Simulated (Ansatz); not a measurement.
Set up this calculation in Ansatz 0.2.0, as the native input.

* Task: band structure
* Functional: LDA
* Potentials or basis: all-electron LAPW, scalar-relativistic
* Cutoff: 324 eV (chosen from the basis error)
* Basis error allowed: 0.001 eV/atom
* k mesh: 10 × 10 × 10
* Occupations: fermi-dirac, width 0.05 eV
* Spin: collinear spin, ferromagnetic start
* Starting moments: [4.0, 0.0] μB

Crystal: MnO.

```
Mn O
1.0
     0.00000    2.22391    2.22391
     2.22391    0.00000    2.22391
     2.22391    2.22391    0.00000
Mn O
1 1
Direct
  0.00000 0.00000 0.00000
  0.50000 0.50000 0.50000
```

The cell is a database's computed one.

These files were run (other wordings do the same):

input.yaml

```yaml
crystal:
  lattice:
    - [0.0, 2.2239077028, 2.2239077028]
    - [2.2239077028, 0.0, 2.2239077028]
    - [2.2239077028, 2.2239077028, 0.0]
  atoms:
    - { symbol: Mn, position: [0.0, 0.0, 0.0], spin: 4.0 }
    - { symbol: O, position: [0.5, 0.5, 0.5] }
kpoints:
  mp_grid: { grid: [10, 10, 10] }
  band_path:
    path:
      - [0.0, 0.0, 0.0]
      - [0.5, 0.0, 0.5]
      - [0.5, 0.25, 0.75]
      - [0.375, 0.375, 0.75]
      - [0.0, 0.0, 0.0]
      - [0.5, 0.5, 0.5]
      - [0.625, 0.25, 0.625]
      - [0.5, 0.25, 0.75]
    npoints: 10
scf:
  occupations: { method: fermi_dirac, width: 0.05 }
hamiltonian:
  xc: lda
  pseudopotentials: { kind: all_electron, lapw: { basis_error: 0.001 } }
magnetization:
  spin_polarized: true
output:
  forces: true
  stress: true
  eigenvalues: true
```

Potentials or basis: all-electron LAPW, scalar-relativistic.

The run is started by

```bash
$ ansatz run input.yaml --threads 2 --pin off --max-ram 6144MiB --backend cpu --events-out ev --progress --plain --runs-dir out
```

Results of the run:

| Quantity | Value |
| --- | --- |
| Pressure | -16.6 GPa |
| Band gap along the path | none (metal or under the smearing width) |
| Net moment | 4.60 μB per cell |
| Absolute moment | 4.60 μB per cell |
| Site moments | Mn +4.17; O +0.22 μB |

Caveat: so large a pressure means that the cell lies far from this level's equilibrium, or that cutoff or potentials fall short; a cell with one magnetic atom can't hold antiferromagnetic order, which such compounds often take; semilocal functionals often make such compounds metallic where correlation or magnetic order opens a gap, which also shifts bond lengths.

Run time: 9.8 s on 2 threads of Intel(R) Xeon(R) Platinum 8488C (Sapphire Rapids), with other jobs on the host, peak memory 0.43 GiB.
